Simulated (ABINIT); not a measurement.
KF (Carobbiite):

```xyz
2
Lattice="0.0000 2.6719 2.6719 2.6719 0.0000 2.6719 2.6719 2.6719 0.0000" Properties=species:S:1:pos:R:3 pbc="T T T"
K     0.0000    0.0000    0.0000
F     2.6719    2.6719    2.6719
```

Base run:

```yaml
Program: ABINIT 10.8.3 (patched build)
Functional: PBEsol
Potentials_or_basis: PseudoDojo NC SR PBE v0.4.1 standard
Cutoff: 952 eV
k_mesh: 6 × 6 × 6
Occupations: fixed
Spin: no spin polarisation
```

Its results: band gap on the k mesh 6.04 eV, direct.

The run is repeated on the same cell with these changes: functional from PBEsol to HSE06. What comes out?

Band gap on the k mesh 8.18 eV, direct.

HSE06 gives the wider gap, since exact exchange removes part of the self-interaction.

Caveats: Libxc's HSE differs a little from that of other programs (some runs).

